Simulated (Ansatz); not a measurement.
Crystal: Pt.

```
Pt
1.0
     0.00000    1.96090    1.96090
     1.96090    0.00000    1.96090
     1.96090    1.96090    0.00000
Pt
1
Direct
  0.00000 0.00000 0.00000
```

Base run:

| Property | Result |
| --- | --- |
| Program | Ansatz 0.2.0 |
| Functional | PBE |
| Potentials or basis | all-electron LAPW, scalar-relativistic |
| Cutoff | 270 eV |
| Density cutoff | 1081 eV |
| Basis error allowed | 0.001 eV/atom |
| k mesh | 12 × 12 × 12 |
| Occupations | gaussian, width 0.02 eV |
| Spin | no spin polarisation |

Its results: band gap on the k mesh none (metal or under the smearing width); pressure 10.2 GPa.

Q: The run is repeated on the same cell with these changes: functional from PBE to PBEsol. What comes out?

A: Band gap on the k mesh none (metal or under the smearing width); pressure -0.7 GPa.

PBEsol binds more tightly than PBE, so the same cell stands under less pressure.

Not every run made on this cell is shown here.
